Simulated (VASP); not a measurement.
A run of VASP 6.6.1 is set up as follows.

Contents of INCAR:

```
PREC = Accurate
ENCUT = 520
EDIFF = 1E-7
ISMEAR = -1
SIGMA = 0.05
LREAL = F
LASPH = T
NELM = 60
ALGO = Normal
ISIF = 2
LWAVE = F
LCHARG = F
GGA = PE
NBANDS = 14
```

KPOINTS

```
Automatic mesh
0
Gamma
  9 9 9
```

Contents of POSCAR:

```
Bi
1.0
   -2.0510920000      1.9322640000      1.9637210000
    2.0091320000     -1.9541400000      1.9436370000
    2.0699580000      1.9730060000     -1.9855970000
Bi
1
Direct
   -0.0137770000     -0.0173050000     -0.0196660000
```

Potentials or basis: VASP PAW PBE potentials, release 64 (Bi_d).

Command:

```bash
$ cat potpaw_PBE.64/Bi_d/POTCAR > POTCAR
$ mpirun -np 1 vasp_std > vasp.out
```

Question: Estimate the pressure.

Answer: 0.8 GPa.

Question: Estimate the band gap on the k mesh.

Answer: None (metal or under the smearing width).

Stress tensor (GPa, compression positive):
```
 0.12 -0.12  0.43
-0.12  1.19  0.11
 0.43  0.11  1.18
```

Caveat: spin-orbit coupling is left out, which moves the levels of the heavy elements.
